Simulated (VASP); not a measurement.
## Au: single point with PBE

Au:

```xyz
1
Lattice="-2.4360 1.7400 1.7400 1.7400 -2.4360 1.7400 1.7400 1.7400 -2.4360" Properties=species:S:1:pos:R:3 pbc="T T T"
Au    0.0000    0.0000    0.0000
```

This isn't the form of Au at room conditions, which is fcc.

```json
{"Program": "VASP 6.6.1", "Task": "single point", "Functional": "PBE", "Potentials or basis": "VASP PAW PBE potentials, release 64 (Au)", "Cutoff": "520 eV", "k mesh": "22 × 22 × 22", "Occupations": "gaussian, width 0.15 eV", "Spin": "no spin polarisation"}
```

The pressure is 216.6 GPa. The band gap on the k mesh is none (metal or under the smearing width).

Stress tensor (GPa, compression positive):
```
216.57 207.12 207.12
207.12 216.57 207.12
207.12 207.12 216.57
```

Levels at points of the mesh, in eV from the Fermi level:
```csv
k point,band 4,band 5,band 6,band 7,band 8,band 9
"(0.00, 0.00, 0.00)",-7.83,0.78,0.78,8.54,8.54,9.60
"(0.50, 0.00, 0.00)",-3.85,-1.99,5.00,12.44,13.49,14.46
"(0.50, 0.50, 0.00)",-4.15,-3.04,0.79,0.82,4.59,11.51
"(0.50, 0.50, 0.50)",-3.86,-0.90,9.44,9.44,9.49,14.57
```

Wall time 5.3 min on 1 thread of Intel(R) Xeon(R) Platinum 8259CL CPU @ 2.50GHz (Skylake/Cascade Lake) (shared host), peak memory 0.35 GiB.

Caveat: a pressure of tens of GPa on the cell as given is suspect, and the run, the potentials or the cell itself is likely at fault. Spin-orbit coupling is left out, which matters for the levels of Au.
